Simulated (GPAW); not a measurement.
# Equation of state of AlN under PBEint

Space group F-43m (No. 216). a = 4.368 Å, b = 4.368 Å, c = 4.368 Å, α = 90.00°, β = 90.00°, γ = 90.00°
| atom | site | symmetry | x | y | z |
| --- | --- | --- | --- | --- | --- |
| Al | 4a | -43m | 0.0000 | 0.0000 | 0.0000 |
| N | 4c | -43m | 0.2500 | 0.2500 | 0.2500 |

Measurements of this composition are mostly on another form, of space group No. 186.

The cell was scaled at fixed shape and fractions and run with GPAW, PAW data sets generated for this functional, cutoff 800 eV; PBEint, k mesh 10 × 10 × 10 on the cell of 2 atoms, fermi-dirac occupations of 0.05 eV, no spin polarisation, no spin-orbit coupling. Energies are those that the program minimises, any entropy of the smearing included.

```tsv
V (Å³/atom)	energy over the lowest row (meV/atom)
9.7922	50.56
10.0006	28.33
10.2089	12.90
10.4173	3.60
10.6256	0.00
10.8340	?
11.0423	7.44
```

Question: Fit the third-order Birch-Murnaghan form, give V0, B0 and B′, and predict the energy left open.

Answer: With y = (V0/V)^(2/3), E = E0 + (9 V0 B0/16) [(y - 1)³ B′ + (y - 1)² (6 - 4y)]. Least squares through the rows shown give V0 = 10.6685 Å³/atom, E0 = -0.13 meV, B0 = 196.1 GPa (1 eV/Å³ = 160.218 GPa) and B′ = 3.94, with a largest miss of 0.03 meV. At V = 10.8340 the form with these constants gives 1.40 meV; the run gave 1.44 meV an atom.

The fitted minimum lies at a larger volume than the listed cell, and the bulk modulus of 196.1 GPa marks a stiff solid. This stiffness is what short, strongly polar Al-N bonds should give: the nitrogen 2p shell is compact, and overlap with aluminium sp³ hybrids adds directional covalency to the ionic attraction. On compression, Pauli repulsion and the kinetic energy of the confined valence electrons rise faster than the attraction gains, so the curve is steeper on the small-volume side.

With B′ at 3.94, close to the value at which the third-order term vanishes, the energy is nearly quadratic in Eulerian strain, though not in volume. The close prediction at 10.8340 Å³/atom therefore supports a smooth interpolation, but it is no independent test of the functional. B′ is probably less secure than V0, since only one fitted row lies beyond the minimum. The curve doesn't show how this cubic form ranks in energy against wurtzite, the known ground state.
